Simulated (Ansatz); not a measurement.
# SrO: moving Sr off its site

SrO, Fm-3m, a = 5.140 Å (as given, not relaxed at this level: -4.2 GPa). Ansatz: LDA, PAW, 420 eV, Γ-centred 8×8×8 mesh on 2 atoms, Gaussian smearing 0.05 eV; no spin polarisation.

```yaml
crystal:
  lattice:
    - [0.00000, 2.56980, 2.56980]
    - [2.56980, 0.00000, 2.56980]
    - [2.56980, 2.56980, 0.00000]
  atoms:
    - { symbol: Sr, position: [0.00000, 0.00000, 0.00000] }
    - { symbol: O, position: [0.50000, 0.50000, 0.50000] }
```

Atom 1 (Sr) moves by x along the unit vector (0.000, 0.000, -1.000), with its periodic images; all else is held. y is the free energy of the cell over the start, F the force along the path summed over the moved atoms. Symmetry makes y even in x.

```tsv
x (Å)	y (meV)	F (eV/Å)
-0.1000	9.28	0.19
-0.0500	2.24	0.09
0.0000	0.00	0.00
0.0125	0.14	-0.02
0.0250	0.55	-0.04
0.0375	1.25	-0.07
0.0625	3.52	-0.11
0.0750	?	?
0.0875	7.03	-0.17
```

Q: Fit y = c2 x² + c4 x⁴ to the energies of the other rows, give the force constant, and predict energy and force of the missing row.

A: Least squares on the rows shown. y = 884.3 x² + 4381 x⁴. The force constant is 2 c2 = 1.77 eV/Å², for the cell as given, at -4.2 GPa (for all images moving together, not for a lone atom). With two atoms in a cubic cell this is the optical mode at Γ without the LO field: ω = 521.5 √(2 c2/μ) = 189 cm⁻¹ for μ = 13.53 u. The force −dy/dx at the missing row is -0.14 eV/Å (computed -0.14). At x = 0.0750 the fit asked for gives 5.11 meV. The run gave 5.11 meV, the same to the digits shown.